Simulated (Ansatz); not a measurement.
Re (bcc)

Level of theory: DFT, HSE06, scalar-relativistic, no spin polarisation; plane waves to 420 eV with PAW datasets (Ansatz 0.2.0), Γ-centred 10×10×10 mesh, 0.05 eV Gaussian smearing. The datasets are Ansatz's generated set soft_2.

```yaml
crystal:
  lattice:
    - [-1.54207, 1.54207, 1.54207]
    - [1.54207, -1.54207, 1.54207]
    - [1.54207, 1.54207, -1.54207]
  atoms:
    - { symbol: Re, position: [0.00000, 0.00000, 0.00000] }
```

At room temperature and ambient pressure Re is hcp.

The volume is at zero pressure for this level.

Path: Γ–H–N–Γ–P–H | P–N, with Γ = (0.000, 0.000, 0.000), H = (0.500, -0.500, 0.500), N = (0.000, 0.000, 0.500), P = (0.250, 0.250, 0.250) in reciprocal vectors of the calculation's cell.

Task: Is it a metal or an insulator, and if it has a gap, where are the band edges on this path?

Result: A metal: bands cross the Fermi level.

Bands as a text map, energy in eV from the Fermi level (dashes), each leg drawn with the same width:
```
  2.86 |                          
  2.57 |  **          *    *      
  2.29 |                *    **** 
  2.00 | *      *      * *    *  *
  1.71 |         *             *  
  1.43 |          *       *       
  1.14 |*    *     ** *         * 
  0.86 |        **   *           *
  0.57 |           *              
  0.29 |   *      *               
  0.00 |----------*---------------
 -0.29 |  *                       
 -0.57 |       **                *
 -0.86 |                   *      
 -1.14 | *                        
 -1.43 |      *                 * 
 -1.71 |             *            
 -2.00 |                          
 -2.29 |         *                
 -2.57 | **   *    *              
 -2.86 |       *               *  
 -3.14 |                          
 -3.43 |**         **             
 -3.71 |          *               
 -4.00 |           * *            
 -4.29 |                      *   
 -4.57 |  *              *        
 -4.86 |          *               
        Γ   H   N   Γ   P   HP   N
```

The calculation's cell holds 15 valence electrons, an odd number. Without magnetic order each band takes two, so one stays part-filled and the crystal must be a metal. (Only strong correlation, outside this picture, could make a Mott insulator of it.)

For elements this heavy, spin–orbit coupling would shift levels and gaps; it isn't included here. For a metal under a hybrid functional this mesh is coarse.
